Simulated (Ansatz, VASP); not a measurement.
# TiGa3: VASP beside Ansatz, part 2 of 2

Aim: how closely do two programs agree when they are given the same cell, functional and k mesh? The cell is taken from a series of VASP runs on this material, whose earlier steps may have relaxed, scaled or displaced it; both programs get it as it stands.

VASP 6.6.1 and Ansatz 0.2.0.

So far: The starting structure; VASP: relaxation of cell and atoms, PBEsol.

## Step 3: Ansatz: relaxation of cell and atoms, PBEsol

Level of this step: Ansatz beside VASP: Kohn-Sham DFT, plane waves, PBEsol (Ansatz).

Ansatz runs on its default PAW (the set named soft_2) files.

The same cell, functional, mesh and smearing now go to Ansatz, which takes its cutoff from its data sets.

Input file input.yaml:

```yaml
crystal:
  lattice:
    - [-1.874172997, 1.874172997, 4.3364233351]
    - [1.874172997, -1.874172997, 4.3364233351]
    - [1.874172997, 1.874172997, -4.3364233351]
  atoms:
    - { symbol: Ga, position: [0.25, 0.75, 0.5] }
    - { symbol: Ga, position: [0.75, 0.25, 0.5] }
    - { symbol: Ga, position: [0.5, 0.5, 0.0] }
    - { symbol: Ti, position: [0.0, 0.0, 0.0] }
hamiltonian:
  xc: pbesol
  pseudopotentials: { kind: paw }
kpoints:
  mp_grid: { grid: [18, 18, 18] }
scf:
  occupations: { method: methfessel_paxton, width: 0.15 }
relax:
  f_tol: 0.01
  max_steps: 60
  cell: { stress_tol: 0.05 }
output:
  forces: true
  stress: true
  write_density: true
  write_potential: true
  elf: true
  volumetric_format: npy
```

On the command line:

```console
$ ansatz run input.yaml --threads 4 --pin off --max-ram 9216MiB --backend cpu --events-out ev --progress --plain --runs-dir out
```

Numbers of over 12 decimals in the logs are rounded to 6 here.

What it wrote:

```text
Engine: ansatz 0.2.0, aarch64-unknown-linux-gnu
Pseudopotentials: kind: paw
Pseudopotential: Ga, paw, valence charge 13, recommended cutoff 420 eV (normal), Ga.paw.azcp
Pseudopotential: Ti, paw, valence charge 12, recommended cutoff 420 eV (normal), Ti.paw.azcp
Functional definition: PBEsol
  exchange = pbesol_x
  correlation = pbesol_c
Crystal: 4 atoms, lattice volume = 60.927 Å³
Basis set: ecut = 420 eV, 1203 PW (Γ), exchange–correlation on 72×72×72 points (8 copies of the dense FFT grid, shifted against one another)
Bands: 31, of which v1, the nominal top of the filled ones, is band 26 counted from 1 (25 counted from 0)
Symmetry: 16 space group operations
Space group: I4/mmm (ITA 139), of the structure as read, at distance tolerance 3.9e-5 Å
k-points: 480 of 5832
Non-local potential: Ga, projectors of the file, l = 0: 2, l = 1: 2, l = 2: 3, l = 3: 1
Non-local potential: Ti, projectors of the file, l = 0: 3, l = 1: 2, l = 2: 3, l = 3: 1
PAW form: soft (Blöchl's): semilocal exchange-correlation on the pseudo side does not see the compensation charge
PAW frozen core: Ga, regenerated for the run's functional, and the local potential with it (the file was generated under x = pbe(κ = 0.804, μ = 0.219515), c = pbe(β = 0.066725))
PAW frozen core: Ti, regenerated for the run's functional, and the local potential with it (the file was generated under x = pbe(κ = 0.804, μ = 0.219515), c = pbe(β = 0.066725))
PAW one-centre angular grid: Ga, 590 points (default); XC on 64 Gauss nodes
PAW one-centre angular grid: Ti, 590 points (default); XC on 64 Gauss nodes
Initial density: superposition of atomic densities (neutral atoms: chi_scale 0, normalization atom), corrected by the library's trained network
Initial wavefunctions: pseudopotential atomic-orbital guess
Functional: x = pbesol(κ = 0.804, μ = 0.123457), c = pbesol(β = 0.046)
SCF iter   1: F=—  HF=-13705.254821 eV  |F-HF|=—  |Δ(HF+E_count)|=         —  Δρ=7.50e-3  dr2=4.10e-2  ethr=1.77e-3  ⟨swp⟩=5.3  Hψ=58631  notcnv=0
preconditioner: auto → Kerker (q_TF=auto, 2.649 Å⁻¹)  [metal: Δε(μ)=0.008 eV  Ē_g=16.481 eV  σ=0.150 eV  W_gap=0.04  n_scr=14 (ndim 8)  ℏωp=33.3 eV  f_vac=0.000  D(μ)=1.32/eV (n_scr^D=10)]
SCF iter   2: F=—  HF=-13705.248605 eV  |F-HF|=—  |Δ(HF+E_count)|=   6.22e-3  S|Δr|=    0.00e0  Δρ=3.36e-3  dr2=9.70e-3  ethr=8.03e-5  ⟨swp⟩=1.9  Hψ=23884  notcnv=0  defer=2
SCF iter   3: F=—  HF=-13705.247297 eV  |F-HF|=—  |Δ(HF+E_count)|=   1.31e-3  S|Δr|=    0.00e0  Δρ=8.80e-4  dr2=3.83e-4  ethr=1.90e-5  ⟨swp⟩=2.4  Hψ=19840  notcnv=0  defer=2
SCF iter   4: F=—  HF=-13705.247076 eV  |F-HF|=—  |Δ(HF+E_count)|=   2.21e-4  S|Δr|=    0.00e0  Δρ=3.12e-4  dr2=6.70e-5  ethr=7.50e-7  ⟨swp⟩=2.0  Hψ=24664  notcnv=0  defer=2
SCF iter   5: F=—  HF=-13705.247064 eV  |F-HF|=—  |Δ(HF+E_count)|=   1.23e-5  S|Δr|=    0.00e0  Δρ=7.88e-5  dr2=7.36e-6  ethr=1.31e-7  ⟨swp⟩=2.0  Hψ=25184  notcnv=0  defer=13
SCF iter   6: F=—  HF=-13705.247062 eV  |F-HF|=—  |Δ(HF+E_count)|=   1.84e-6  S|Δr|=    0.00e0  Δρ=1.16e-5  dr2=1.49e-7  ethr=1.44e-8  ⟨swp⟩=2.0  Hψ=17304  notcnv=0  defer=15
SCF iter   7: F=-13705.247062 eV  HF=-13705.247062 eV  |F-HF|=1.17e-8  |Δ(HF+E_count)|=   2.55e-8  S|Δr|=    0.00e0  Δρ=4.10e-6  dr2=6.53e-9  ethr=1.96e-10  ⟨swp⟩=7.2  Hψ=88574  notcnv=0
SCF 1 converged in 7 iterations: F = -13705.247062 eV  dr2 = 6.53e-9
  greatest PAW one-centre occupation: 0.999 electrons in one spin orbital (limit 2), on the Ti atom at site 3 (counted from 0), in its partial waves of l = 0
relax step   1: F+E_penalty+E_count = -13705.24706166 eV  Δ(F+E_penalty+E_count) = +0.000e0 eV  max|allowed force component| = 1.214e-17 eV/Å  Δτ_max = 0.0000 Å  P = -0.144 GPa  Ω = 60.927 Å³  (7 SCF iters, dr2 threshold 1.00e-7 eV, accepted)
[...]
relax step   2: F+E_penalty+E_count = -13705.24715975 eV  Δ(F+E_penalty+E_count) = -9.809e-5 eV  max|allowed force component| = 1.561e-17 eV/Å  Δτ_max = 0.0000 Å  P = +0.001 GPa  Ω = 60.855 Å³  energy of the carried Pulay correction = +1.791e-5 eV  (5 SCF iters, dr2 threshold 1.35e-7 eV, accepted)
[...]
relax step   3: F+E_penalty+E_count = -13705.24714172 eV  Δ(F+E_penalty+E_count) = +1.803e-5 eV  max|allowed force component| = 2.168e-17 eV/Å  Δτ_max = 0.0000 Å  P = +0.001 GPa  Ω = 60.855 Å³  stress off target by 8.64e-3 GPa  SCF on the basis re-selected at this cell (its energy is not comparable with the rows above)  (5 SCF iters)
basis re-selected at this cell: Δ(F+E_penalty+E_count) = +1.803e-5 eV, ΔP = +0.000 GPa vs the last step (what re-selecting the basis moved, of the pressure what is left beyond the Pulay correction that the steps carried, after the strain that the cell walked since its last selection, with what the two solves' SCF thresholds leave and, on support functions, any second-order correction that the steps lacked; it is no m [...]
SCF converged after 5 iterations
Stability not checked: this state was not tested for a lower state beside it, because cold or Methfessel-Paxton smearing, or corrected tetrahedra, fill the levels in a way that the test cannot read (fill_not_monotonic; see scf.lower_state_search)
Free energy (F): -13705.247142 eV
Harris-Foulkes:  -13705.247142 eV  (|F-HF|=9.09e-12)
Internal energy: -13705.247539 eV  (E = F + TS)
E sigma→0 (E₀):  -13705.247241 eV
Entropy (-TS):   0.000397 eV (0.099 meV/atom)
Fermi energy:    13.144269 eV
--- Per-component energies (eV) ---
  E_band       = -130.646681
  E_kinetic    = 624.758157
  E_local      = -5631.848986  (includes V_loc(G=0)·N_el)
  E_nonlocal   = 1282.951688
  E_hartree    = 2645.009899
  E_xc         = -306.864956
  E_vxc        = -301.701901  (∫ρ·V_xc dr)
  E_paw        = -6865.556443  (= ΣΔE_a)
  E_vpaw       = -1394.825115  (= ΣTr[D̂ρ^β])
  E_aug_tail   = -0.000298  (compensation charges beyond the density's cutoff)
  E_ewald      = -5456.424917
  E_core_change = 2.728318  (= ΣΔE_core)
  E_smearing   = 0.000397  (= −TS)
  E_closure    = -0.000000  (closes the sum)
  Σ components = -13705.247142   (vs F -13705.247142, Δ=0.00e0)
--- Forces (eV/Å), atoms counted from 1 ---
  atom   1  Ga     0.00000000    -0.00000000     0.00000000
  atom   2  Ga    -0.00000000    -0.00000000     0.00000000
  atom   3  Ga     0.00000000     0.00000000     0.00000000
  atom   4  Ti    -0.00000000     0.00000000     0.00000000
  max |Σ_I F_I| component: 5.20e-17 eV/Å
--- Stress (GPa, compression-positive) ---
        0.005882      -0.000000       0.000000
       -0.000000       0.005882       0.000000
        0.000000       0.000000      -0.008643
  P = ⅓ Tr σ = 0.0010 GPa (0.010 kbar)
--- Band table (eV; the first three rows and the last of 480) ---
  k-point 0: bands = [... 22 lower, 11.8419, 11.8419, 11.9226, 13.7952, 14.3149, 15.3392, 15.3392, 16.3826, ... 1 higher]
  k-point 1: bands = [... 22 lower, 11.4129, 11.8238, 11.8273, 13.9044, 14.2575, 15.3899, 15.4501, 16.1224, ... 1 higher]
  k-point 2: bands = [... 22 lower, 10.6550, 11.5827, 11.7738, 13.1086, 15.0060, 15.4852, 15.5812, 15.6030, ... 1 higher]
  k-point 479: bands = [... 22 lower, 11.9642, 11.9642, 13.0335, 14.0868, 14.0868, 14.3328, 16.4440, 17.5532, ... 1 higher]
--- Relaxed structure (2 steps of the walk, 2 accepted, 1 SCFs on fresh bases) ---
  F+E_penalty+E_count = -13705.24714172 eV   max|allowed force component| = 2.168e-17 eV/Å   (the final SCF, on the basis selected at the relaxed cell)
  cell:  # Å, volume = 60.8555 Å³
    - [-1.872489, 1.872489, 4.339114]
    - [1.872489, -1.872489, 4.339114]
    - [1.872489, 1.872489, -4.339114]
  atoms:
    - { symbol: Ga, position: [0.25, 0.75, 0.5] }
    - { symbol: Ga, position: [0.75, 0.25, 0.5] }
    - { symbol: Ga, position: [0.500000, 0.500000, 0] }
    - { symbol: Ti, position: [0, 0, 0] }
```

Elapsed: 41 s, on 4 threads of Arm Neoverse V1, shared host; peak memory 0.96 GiB; 2.7 min of CPU time.

## Step 4: Side by side

Known differences besides the potentials themselves: both relaxations stop at a tolerance, which leaves soft axes loose, and VASP keeps its plane-wave basis; the cutoff is 420 eV in Ansatz and 520 eV in VASP; Ansatz makes its cores anew for this functional, VASP keeps those of its PBE data sets; Ansatz adds a Pulay correction to the stress that steers its cell, VASP none. Total energies have different zeros and are not compared.

Both answers:

| quantity | Ansatz | VASP | difference |
| --- | --- | --- | --- |
| volume (Å³) | 60.86 | 60.94 | -0.14 % |
| edge a after relaxation, in the typed setting (Å) | 5.083 | 5.085 | -0.03 % |

The walks stopped with 0.00 GPa left in Ansatz and 0.00 GPa in VASP; each walk ends within a tolerance, so the volume difference is uncertain by about these residues over the bulk modulus, most in soft cells.

## Step 5: Summary of results

* difference in volume (relaxation of cell and atoms, PBEsol): -0.14 %

What this shows: The difference in volume is -0.14 % (relaxation of cell and atoms, PBEsol), within the 1.2 % picked in this series as the mark of a large difference, as far as the stopping tolerances let one tell. Such differences can come from data sets, numerical settings and the points named under the comparisons, not from the functional's error against experiment.

[Lines on the potential files, build, host, timing and source positions are cut from VASP's logs without a mark.]

[Logs are printed without paths, hosts, clocks, repeated set-up lines and the standing remarks that a program may print on its own settings, such as how far it seeks lower states.]

[Hosts, paths, dates, database ids (printed as entryN), source tags and the programs' standing remarks are cut or masked in the printed files.]
